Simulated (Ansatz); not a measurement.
The cell is the one relaxed in the Materials Project (mp-570858), not relaxed further here; entries there can be hypothetical. The listed cell was then made from it by scaling, straining or moving an atom.

AgCl: DFT, PBE, PAW with Ansatz's default frozen-core files, scalar-relativistic (Ansatz 0.2.0). What sets it apart from a plain run of this crystal: equal xx and yy strain of +1 %.

Command: `ansatz run input.yaml --threads 1 --pin off --max-ram 6144MiB --backend cpu --events-out ev --progress --plain --runs-dir out` The run took 19 s on 1 thread of Arm Neoverse V2, with other jobs on the host, peak memory 0.53 GiB.

```yaml
crystal:
  lattice:
    - [1.8896188, -5.6121611882, 0.0]
    - [1.8896188, 5.6121611882, 0.0]
    - [0.0, 0.0, 3.92403735]
  atoms:
    - { symbol: Ag, position: [0.3965554, 0.6034446, 0.75] }
    - { symbol: Ag, position: [0.6034446, 0.3965554, 0.25] }
    - { symbol: Cl, position: [0.86544873, 0.13455127, 0.25] }
    - { symbol: Cl, position: [0.13455127, 0.86544873, 0.75] }
kpoints:
  mp_grid: { grid: [9, 9, 8] }
scf:
  occupations: { method: fermi_dirac, width: 0.03 }
hamiltonian:
  xc: pbe
  pseudopotentials: { kind: paw }
output:
  forces: true
  stress: true
  eigenvalues: true
  efg: { contact_densities: true }
  write_density: true
  write_potential: true
  elf: true
  volumetric_format: npy
```

Output (standing set-up lines are left out):

```
Crystal: 4 atoms, lattice volume = 83.228 Å³
Basis set: ecut = 420 eV, 1621 PW (Γ), exchange–correlation on 80×80×54 points (8 copies of the dense FFT grid, shifted against one another)
Space group: Cmcm (ITA 63), of the structure as read, at distance tolerance 4.4e-5 Å
SCF iter   1: F=—  HF=-17341.651852 eV  |F-HF|=—  |Δ(HF+E_count)|=         —  Δρ=1.49e-3  dr2=8.35e-4  ethr=1.77e-3  ⟨swp⟩=5.9  Hψ=15187  notcnv=0  defer=3
preconditioner: auto → Resta (q_TF=auto, 2.523 Å⁻¹)  ε∞=6.6  [insulator: Δε(μ)=0.488 eV  Ē_g=10.289 eV  σ=0.030 eV  W_gap=1.00  n_scr=26 (ndim 8)  ℏωp=24.4 eV  f_vac=0.022  D(μ)=0.00/eV (n_scr^D=0)  ε∞_Penn≈6.6]
SCF iter   2: F=—  HF=-17341.653151 eV  |F-HF|=—  |Δ(HF+E_count)|=   1.30e-3  Δρ=7.63e-4  dr2=2.48e-4  ethr=1.61e-6  ⟨swp⟩=3.4  Hψ=10376  notcnv=0  defer=78
SCF iter   3: F=—  HF=-17341.653217 eV  |F-HF|=—  |Δ(HF+E_count)|=   6.54e-5  Δρ=1.25e-4  dr2=9.78e-6  ethr=4.77e-7  ⟨swp⟩=2.0  Hψ=6018  notcnv=0  defer=78
SCF iter   4: F=—  HF=-17341.653231 eV  |F-HF|=—  |Δ(HF+E_count)|=   1.43e-5  Δρ=5.46e-5  dr2=2.50e-6  ethr=1.88e-8  ⟨swp⟩=2.0  Hψ=6770  notcnv=0  defer=78
SCF iter   5: F=—  HF=-17341.653232 eV  |F-HF|=—  |Δ(HF+E_count)|=   6.06e-7  Δρ=1.93e-5  dr2=3.69e-7  ethr=4.81e-9  ⟨swp⟩=2.3  Hψ=6505  notcnv=0  defer=78
SCF iter   6: F=-17341.653232 eV  HF=-17341.653232 eV  |F-HF|=1.26e-8  |Δ(HF+E_count)|=   1.02e-7  Δρ=5.95e-6  dr2=2.94e-8  ethr=1.92e-10  ⟨swp⟩=11.6  Hψ=26322  notcnv=0
SCF 1 converged in 6 iterations: F = -17341.653232 eV  dr2 = 2.94e-8
  greatest PAW one-centre occupation: 1.000 electrons in one spin orbital (limit 2), on the Ag atom at site 1 (counted from 0), in its partial waves of l = 0
SCF converged after 6 iterations
Free energy (F): -17341.653232 eV
Harris-Foulkes:  -17341.653232 eV  (|F-HF|=1.26e-8)
Internal energy: -17341.653230 eV  (E = F + TS)
E sigma→0 (E₀):  -17341.653231 eV
Entropy (-TS):   -0.000002 eV (-0.000 meV/atom)
Fermi energy:    8.661949 eV
--- Per-component energies (eV) ---
  E_band       = -708.941376
  E_kinetic    = 1377.313938
  E_local      = -6463.762923  (includes V_loc(G=0)·N_el)
  E_nonlocal   = 224.522043
  E_hartree    = 2843.787514
  E_xc         = -580.078302
  E_vxc        = -708.516738  (∫ρ·V_xc dr)
  E_paw        = -9128.719256  (= ΣΔE_a)
  E_vpaw       = -826.077184  (= ΣTr[D̂ρ^β])
  E_aug_tail   = 0.000817  (compensation charges beyond the density's cutoff)
  E_ewald      = -5614.717061
  E_smearing   = -0.000002  (= −TS)
  E_closure    = -0.000000  (closes the sum)
  Σ components = -17341.653232   (vs F -17341.653232, Δ=0.00e0)
--- Forces (eV/Å), atoms counted from 1 ---
  atom   1  Ag     0.00000000     0.02531165     0.00000000
  atom   2  Ag     0.00000000    -0.02531165     0.00000000
  atom   3  Cl     0.00000000    -0.00400053     0.00000000
  atom   4  Cl     0.00000000     0.00400053     0.00000000
  max |Σ_I F_I| component: 8.67e-19 eV/Å
--- Stress (GPa, compression-positive) ---
        0.524499       0.000000       0.000000
        0.000000       0.973677       0.000000
        0.000000       0.000000       0.633114
  P = ⅓ Tr σ = 0.7104 GPa (7.104 kbar)
--- PAW observables at the nuclei: V_zz in 10²¹ V/m², potentials from the cell's mean, atoms counted from 1 ---
  atom   1  Ag V_zz =    +5.012290   η = 0.0269   by run symmetry: allowed
            electrostatic potential = -7475.612284 V   contact ρ = 948348.081938 e/Å³
  atom   2  Ag V_zz =    +5.012290   η = 0.0269   by run symmetry: allowed
            electrostatic potential = -7475.612284 V   contact ρ = 948348.081938 e/Å³
  atom   3  Cl V_zz =    -5.732036   η = 0.3312   by run symmetry: allowed
            electrostatic potential = -1778.210606 V   contact ρ = 24097.770548 e/Å³
  atom   4  Cl V_zz =    -5.732036   η = 0.3312   by run symmetry: allowed
            electrostatic potential = -1778.210606 V   contact ρ = 24097.770548 e/Å³
--- Band table (eV; the first three rows and the last of 125) ---
  k-point 0: bands = ["-81.5984", "-81.5956", "-45.1678", "-45.1415", "-45.1337", "-45.1161", "-45.0969", "-45.0931", "-6.6501", "-6.0807", "4.0213", "5.0645", "5.2283", "5.3549", "5.3811", "5.6090", "5.7037", "5.7711", "5.9676", "5.9869", "6.0486", "6.1510", "6.2365", "6.6794", "6.7796", "6.9282", "8.8669", "11.5545", "16.0138", "16.7689", "18.3021", "18.4432"]
  k-point 1: bands = ["-81.5983", "-81.5957", "-45.1673", "-45.1445", "-45.1313", "-45.1166", "-45.0967", "-45.0933", "-6.6046", "-6.0737", "4.0576", "4.7387", "4.9255", "5.2408", "5.2784", "5.2840", "5.5520", "5.7398", "5.9423", "6.0058", "6.1580", "6.2916", "6.7029", "6.7730", "6.8022", "7.0869", "9.4260", "11.9389", "16.0835", "16.4108", "17.7898", "17.9668"]
  k-point 2: bands = ["-81.5980", "-81.5960", "-45.1656", "-45.1497", "-45.1275", "-45.1178", "-45.0962", "-45.0936", "-6.4824", "-6.0664", "4.0961", "4.1274", "4.5439", "4.7288", "4.7784", "5.1115", "5.6735", "5.6952", "5.9893", "6.0792", "6.1693", "6.3092", "6.8891", "6.9453", "7.5306", "7.5444", "10.4951", "12.8691", "15.3694", "16.2517", "17.0526", "17.1440"]
  k-point 124: bands = ["-81.5970", "-81.5970", "-45.1595", "-45.1595", "-45.1215", "-45.1215", "-45.0949", "-45.0949", "-6.1644", "-6.1644", "3.1645", "3.1645", "4.3076", "4.3076", "4.6315", "4.6315", "5.9432", "5.9432", "6.0400", "6.0400", "6.5922", "6.5922", "7.5985", "7.5985", "8.2733", "8.2733", "12.0818", "12.0818", "15.1559", "15.1559", "16.5981", "16.5981"]
```
